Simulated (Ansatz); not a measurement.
A plane-wave DFT run in Ansatz 0.2.0 (scalar-relativistic PAW potentials unless the input names others): input and command.

```yaml
crystal:
  lattice:
    - [4.8277049966, 0.0, -0.0724155749]
    - [0.0, 4.8277049966, 0.0]
    - [-0.0485698641, 0.0, 3.2379909407]
  atoms:
    - { symbol: Sn, position: [0.0, 0.0, 0.0] }
    - { symbol: Sn, position: [0.5, 0.5, 0.5] }
    - { symbol: O, position: [0.3066050867, 0.3066050867, 0.0] }
    - { symbol: O, position: [0.1933949133, 0.8066050867, 0.5] }
    - { symbol: O, position: [0.6933949133, 0.6933949133, 0.0] }
    - { symbol: O, position: [0.8066050867, 0.1933949133, 0.5] }
basis:
  ecutwfc: 420
kpoints:
  mp_grid: { grid: [6, 6, 8] }
hamiltonian:
  xc: pbe
scf:
  occupations: { method: fermi_dirac, width: 0.3 }
  n_extra_bands: 0
  max_iter: 50
output:
  forces: true
  eigenvalues: true
  stress: true
```

```bash
ansatz run input.yaml --threads 1 --pin off --max-ram 2560MiB --backend cpu --events-out ev --progress --plain --runs-dir out
```

Q: What will the program do with this input?

A: The program refuses it, because of too few bands (scf.n_extra_bands: not typed → 0). Also changed, but not at fault: scf.occupations: {"method": "gaussian", "width": 0.05} → {"method": "fermi_dirac", "width": 0.3}. With the sound run's settings it is accepted.

Abridged log:
```
Error: inconsistent input (scf.n_extra_bands, scf.occupations.method): n_bands = 26 leaves no empty band above the 26 bands per channel that the deck's 52 electrons occupy, and the occupations search for the Fermi level (a smearing at a finite width, or tetrahedra): a level found among occupied bands alone can fill a metal as an insulator; raise scf.n_extra_bands until at least 27 bands are solved (omitted, it auto-derives to 34) (see scf.n_extra_bands in the input reference)
```